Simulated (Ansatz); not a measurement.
CdF₂ (started from an entry of an open crystallographic database) was relaxed with 3 functionals in Ansatz 0.2.0, cell and atoms free, the symmetry of the start kept (meshes: PBE-D3(BJ) 8×8×8, r2SCAN+rVV10 8×8×8, PBE-D4 8×8×8). Calculated for a static, non-magnetic cell.

The r2SCAN+rVV10 result:
Space group Fm-3m (No. 225). a = 5.365 Å, b = 5.365 Å, c = 5.365 Å, α = 90.00°, β = 90.00°, γ = 90.00°
```
atom  site  symmetry       x       y       z
  Cd    4a      m-3m  0.0000  0.0000  0.0000
   F    8c      -43m  0.2500  0.7500  0.7500
```

Space group Fm-3m (No. 225), cubic; conventional cell a = 5.365 Å, 12.87 Å³ an atom. Cd is surrounded by 8 F at 2.32 Å; F is surrounded by 4 Cd at 2.32 Å.

(1) What lattice does PBE-D3(BJ) give?

(2) What lattice does PBE-D4 give?

## Answers

(1) a = 5.444 Å; the volume differs by +4.5 % from r2SCAN+rVV10's. Around Cd lie 8 F at 2.36 Å; around F lie 4 Cd at 2.36 Å.

(2) a = 5.446 Å; the volume differs by +4.6 % from r2SCAN+rVV10's. Around Cd lie 8 F at 2.36 Å; around F lie 4 Cd at 2.36 Å.
